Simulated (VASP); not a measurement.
# MgO (strained wurtzite): a PBE single-point calculation in VASP

INCAR

```
LWAVE = .FALSE.
ENCUT = 520
NELM = 120
LELF = .TRUE.
ISMEAR = -1
LREAL = .FALSE.
EDIFF = 1E-7
IBRION = -1
LCHARG = .TRUE.
SIGMA = 0.02
NBANDS = 16
GGA = PE
PREC = Accurate
LASPH = .TRUE.
NSW = 0
ISIF = 2
```

KPOINTS

```
KPOINTS created by Atomic Simulation Environment
0
Gamma
12 12 6
0 0 0
```

KPOINTS_OPT

```
special points
6
Reciprocal
0.0000000000 0.0000000000 0.0000000000 1
0.5000000000 0.0000000000 0.0000000000 1
0.3333333333 0.3333333333 0.0000000000 1
0.0000000000 0.0000000000 0.5000000000 1
0.5000000000 0.0000000000 0.5000000000 1
0.3333333333 0.3333333333 0.5000000000 1
```

POSCAR

```
Mg O
 1.0000000000000000
     3.3030142312111268    0.0000000000000000    0.0000000000000000
    -1.6515071156055634    2.8604942332903636    0.0000000000000000
     0.0000000000000000    0.0000000000000000    5.0570207850999997
 Mg  O
   2   2
Cartesian
  0.0000000000000001  1.9069961555269093 -0.0491018536440269
  1.6515071156055638  0.9534980777634546  2.4794085389059730
  0.0000000000000001  1.9069961555269093  1.9454846480565273
  1.6515071156055638  0.9534980777634546  4.4739950406065265
```

VASP ran with the recommended PBE PAW datasets (16 valence electrons in the cell).

Command

```
mpirun -np 1 vasp_std
```

From OUTCAR

```
k-points           NKPTS =     76   k-points in BZ     NKDIM =     76   number of bands    NBANDS=     16

   NELECT =      16.0000    total number of electrons

   dimension x,y,z NGX =    28 NGY =   28 NGZ =   40
   dimension x,y,z NGXF=    56 NGYF=   56 NGZF=   80

  energy-cutoff  :      520.00
  volume of cell :       47.78
      direct lattice vectors                 reciprocal lattice vectors
     3.303014231  0.000000000  0.000000000     0.302753767  0.174794969  0.000000000
    -1.651507116  2.860494233  0.000000000     0.000000000  0.349589937  0.000000000
     0.000000000  0.000000000  5.057020785     0.000000000  0.000000000  0.197744886

 k-points in reciprocal lattice and weights: KPOINTS created by Atomic Simulation Env
   0.00000000  0.00000000  0.00000000       0.001
   0.08333333  0.00000000  0.00000000       0.007
   0.16666667  0.00000000  0.00000000       0.007
   0.25000000  0.00000000  0.00000000       0.007
   0.33333333  0.00000000  0.00000000       0.007
   0.41666667  0.00000000  0.00000000       0.007
   0.50000000  0.00000000  0.00000000       0.003
   0.08333333  0.08333333  0.00000000       0.007
   ...

 E-fermi :   1.5041

 k-point     1 :       0.0000    0.0000    0.0000
  band No.  band energies     occupation
      1     -15.1455      2.00000
      2     -14.3807      2.00000
      3      -2.1844      2.00000
      4       0.3552      2.00000
      5       0.3552      2.00000
      6       0.6659      2.00000
      7       0.6659      2.00000
      8       1.0228      2.00000
      9       4.4905      0.00000
     10       9.4895      0.00000
     11      11.2281      0.00000
     12      15.2163      0.00000
     13      15.2163      0.00000
     14      17.1167      0.00000
     15      17.5186      0.00000
     16      17.5186      0.00000

 k-point     2 :       0.0833    0.0000    0.0000
  band No.  band energies     occupation
      1     -15.1111      2.00000
      2     -14.3684      2.00000
      3      -2.1165      2.00000
      4       0.1851      2.00000
      5       0.3076      2.00000
      6       0.4323      2.00000
      7       0.6694      2.00000
      8       1.0013      2.00000
      9       4.8312      0.00000
     10       9.6912      0.00000
     11      11.1675      0.00000
     12      14.2883      0.00000
     13      15.3348      0.00000
     14      16.9705      0.00000
     15      17.5436      0.00000
     16      17.6839      0.00000

 k-point     3 :       0.1667    0.0000    0.0000
  band No.  band energies     occupation
      1     -15.0138      2.00000
      2     -14.3361      2.00000
      3      -1.9192      2.00000
      4      -0.3310      2.00000
      5       0.0139      2.00000
      6       0.1938      2.00000
      7       0.6643      2.00000
      8       0.9316      2.00000
      9       5.6313      0.00000
     10      10.1378      0.00000
     11      11.0471      0.00000
     12      13.0084      0.00000
     13      15.6347      0.00000
     14      15.7009      0.00000
     15      16.5741      0.00000
     16      16.9258      0.00000

 k-point     4 :       0.2500    0.0000    0.0000
  band No.  band energies     occupation
      1     -14.8714      2.00000
      2     -14.2977      2.00000
      3      -1.6154      2.00000
      4      -0.9634      2.00000
      5      -0.4077      2.00000
      6       0.0593      2.00000
      7       0.6402      2.00000
      8       0.8044      2.00000
      9       6.5913      0.00000
     10      10.2282      0.00000
     11      11.0453      0.00000
     12      12.2334      0.00000
     13      14.4066      0.00000
     14      15.8038      0.00000
     15      15.8429      0.00000
     16      16.4461      0.00000

 k-point     5 :       0.3333    0.0000    0.0000
  band No.  band energies     occupation
      1     -14.7123      2.00000
      2     -14.2716      2.00000
      3      -1.5198      2.00000
      4      -1.2293      2.00000
      5      -0.7732      2.00000
      6      -0.0612      2.00000
      7       0.6063      2.00000
      8       0.6140      2.00000
      9       7.5369      0.00000
     10       9.8467      0.00000
     11      10.6777      0.00000
     12      12.3146      0.00000
     13      13.5920      0.00000
     14      15.3591      0.00000
     15      15.4448      0.00000
     16      16.6704      0.00000

 k-point     6 :       0.4167    0.0000    0.0000
  band No.  band energies     occupation
      1     -14.5744      2.00000
      2     -14.2708      2.00000
      3      -1.8708      2.00000
      4      -1.0495      2.00000
      5      -0.8369      2.00000
      6      -0.1434      2.00000
      7       0.3824      2.00000
      8       0.5779      2.00000
      9       8.3440      0.00000
     10       9.3891      0.00000
     11      10.3378      0.00000
     12      11.9778      0.00000
     13      13.7294      0.00000
     14      15.0967      0.00000
     15      15.1433      0.00000
     16      16.9190      0.00000

 k-point     7 :       0.5000    0.0000    0.0000
  band No.  band energies     occupation
      1     -14.5134      2.00000
      2     -14.2804      2.00000
      3      -1.9948      2.00000
      4      -1.1270      2.00000
      5      -0.6577      2.00000
      6      -0.1725      2.00000
      7       0.2448      2.00000
      8       0.5670      2.00000
      9       8.8344      0.00000
     10       9.0470      0.00000
     11      10.2234      0.00000
     12      11.7198      0.00000
     13      13.9250      0.00000
     14      15.0124      0.00000
     15      15.0387      0.00000
     16      17.0089      0.00000

 k-point     8 :       0.0833    0.0833    0.0000
  band No.  band energies     occupation
      1     -15.0452      2.00000
      2     -14.3460      2.00000
      3      -1.9838      2.00000
      4      -0.0799      2.00000
      5      -0.0396      2.00000
      6       0.3355      2.00000
      7       0.6364      2.00000
      8       0.9557      2.00000
      9       5.3933      0.00000
     10      10.0220      0.00000
     11      11.0814      0.00000
     12      13.3162      0.00000
     13      15.4933      0.00000
     14      16.2180      0.00000
     15      16.7598      0.00000
     16      17.0896      0.00000

 k-point     9 :       0.1667    0.0833    0.0000
  band No.  band energies     occupation
      1     -14.9252      2.00000
      2     -14.3107      2.00000
      3      -1.7325      2.00000
      4      -0.6789      2.00000
      5      -0.3516      2.00000
      6       0.1783      2.00000
      7       0.5891      2.00000
      8       0.8578      2.00000
      9       6.2568      0.00000
     10      10.2772      0.00000
     11      11.1539      0.00000
     12      12.2916      0.00000
     13      14.9052      0.00000
     14      15.7283      0.00000
     15      15.9350      0.00000
     16      16.6548      0.00000

 k-point    10 :       0.2500    0.0833    0.0000
  band No.  band energies     occupation
      1     -14.7738      2.00000
      2     -14.2788      2.00000
      3      -1.4034      2.00000
      4      -1.2411      2.00000
      5      -0.6642      2.00000
      6      -0.0156      2.00000
      7       0.5407      2.00000
      8       0.6997      2.00000
      9       7.2026      0.00000
     10      10.0385      0.00000
     11      11.0212      0.00000
     12      12.1276      0.00000
     13      13.8486      0.00000
     14      15.3342      0.00000
     15      15.4887      0.00000
     16      16.6985      0.00000

 k-point    11 :       0.3333    0.0833    0.0000
  band No.  band energies     occupation
      1     -14.6229      2.00000
      2     -14.2670      2.00000
      3      -1.6927      2.00000
      4      -1.0373      2.00000
      5      -0.8847      2.00000
      6      -0.1725      2.00000
      7       0.4764      2.00000
      8       0.5026      2.00000
      9       8.0823      0.00000
     10       9.6259      0.00000
     11      10.5396      0.00000
     12      12.1885      0.00000
     13      13.5322      0.00000
     14      15.0057      0.00000
     15      15.1665      0.00000
     16      16.8426      0.00000

 k-point    12 :       0.4167    0.0833    0.0000
  band No.  band energies     occupation
      1     -14.5162      2.00000
      2     -14.2780      2.00000
      3      -1.9242      2.00000
      4      -1.0764      2.00000
      5      -0.6766      2.00000
      6      -0.2554      2.00000
      7       0.2677      2.00000
      8       0.4690      2.00000
      9       8.7536      0.00000
     10       9.2480      0.00000
     11      10.2964      0.00000
     12      11.7875      0.00000
     13      13.8358      0.00000
     14      14.8759      0.00000
     15      14.9796      0.00000
     16      16.8971      0.00000

 ...

  Total        0.5133074      0.5133074      0.5975761      0.0000000      0.0000000      0.0000000
  in kB       17.2124153     17.2124153     20.0381475      0.0000000      0.0000000      0.0000000
  external PRESSURE =      18.1543260 kB  Pullay stress =       0.0000000 kB

 POSITION                                       TOTAL-FORCE (eV/Angst)
 -----------------------------------------------------------------------------------
      0.00000      1.90700      5.00792         0.000000     -0.000000     -0.013356
      1.65151      0.95350      2.47941        -0.000000      0.000000     -0.013356
      0.00000      1.90700      1.94548         0.000000      0.000000      0.013356
      1.65151      0.95350      4.47400        -0.000000      0.000000      0.013356
 -----------------------------------------------------------------------------------
    total drift:                                0.000000      0.000000      0.001123

  FREE ENERGIE OF THE ION-ELECTRON SYSTEM (eV)
  ---------------------------------------------------
  free  energy   TOTEN  =       -23.5298440505 eV

  energy  without entropy=      -23.5298440505  energy(sigma->0) =      -23.52984405
```

```
gap between bands v and c : 3.47 eV
least direct gap          : 3.47 eV
pressure                  : 1.8 GPa
largest force             : 0.01 eV/Å
```

Band v is the last that the valence electrons fill when counted band by band, and c is the next.

The run took about 68 s on one core of a shared host (Intel Xeon Platinum 8488C) and held 0.24 GiB at most.
